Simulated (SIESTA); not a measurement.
Runs of SIESTA 5.4.2 on Rh. The structure is cubic, space group Fm-3m (No. 225). The conventional cell has a = 3.796 Å, b = 3.796 Å, c = 3.796 Å, α = 90.00°, β = 90.00°, γ = 90.00°. Around Rh (site symmetry m-3m) lie 12 Rh at 2.68 Å. 

```csv
potentials or basis,gap on the mesh (eV),pressure (GPa)
"PseudoDojo 0.4 standard (PBE files), SZ (energy shift 0.003 Ry)",none,(b)
"PseudoDojo 0.4 standard (PBE files), SZP (energy shift 0.003 Ry)",none,17.2
"PseudoDojo 0.4 standard (PBE files), DZDP (energy shift 0.003 Ry; two zetas on semicore shells)",none,11.3
"PseudoDojo 0.4 standard (PBE files), DZ (energy shift 0.003 Ry; two zetas on semicore shells)",none,8.2
"PseudoDojo 0.4 standard (PBE files), DZP (energy shift 0.003 Ry; two zetas on semicore shells)",none,11.8
"PseudoDojo 0.4 standard (PBE files), TZDP (energy shift 0.003 Ry; two zetas on semicore shells)",none,(a)
"PseudoDojo 0.4 standard (PBE files), TZP (energy shift 0.003 Ry; two zetas on semicore shells)",none,12.3
```

Alike in all rows: task band structure; level PBE; no spin polarisation; cell as given; k mesh 12 × 12 × 12; smearing fermi-dirac 0.05 eV; grid cutoff 800 Ry; energy shift 0.003 Ry.

Fill in the values left out.

(a) 11.9; (b) 24.4.

Caveats: the basis of atomic orbitals isn't converged, which shifts pressures, moduli and gaps; the basis has no polarisation orbitals (some runs).

A k mesh can miss the band edges, and the runs leave out spin-orbit coupling on Rh.

A gap of «none» marks a metal or a gap under the smearing width.
